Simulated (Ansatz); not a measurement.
TiSe:

```
CELL_PARAMETERS angstrom
3.55900 0.00000 0.00000
-1.77950 3.08218 0.00000
0.00000 0.00000 6.22000
ATOMIC_POSITIONS crystal
Se 0.66667 0.33333 0.75000
Se 0.33333 0.66667 0.25000
Ti 0.00000 0.00000 0.50000
Ti 0.00000 0.00000 0.00000
```

Base run:

- Program: Ansatz 0.2.0
- Functional: r2SCAN
- Potentials or basis: Ansatz PAW
- Cutoff: 500 eV
- Density cutoff: 2000 eV
- k mesh: 9 × 9 × 5
- Occupations: fermi-dirac, width 0.05 eV
- Spin: no spin polarisation

Its results: band gap on the k mesh none (metal or under the smearing width); pressure 3.8 GPa.

Q: The run is repeated on the same cell with these changes: functional from r2SCAN to BLYP; cutoff from 500 eV to 420 eV; density cutoff from 2000 eV to 1680 eV. What comes out?

A: Band gap on the k mesh none (metal or under the smearing width); pressure 11.3 GPa.

Caveats: the PAW data sets come from PBE, with cores solved anew for the run's functional, which leaves a small shift of forces and pressure; the potentials were made for another functional, which shifts forces and pressure (some runs).

Not every run made on this cell is shown here.
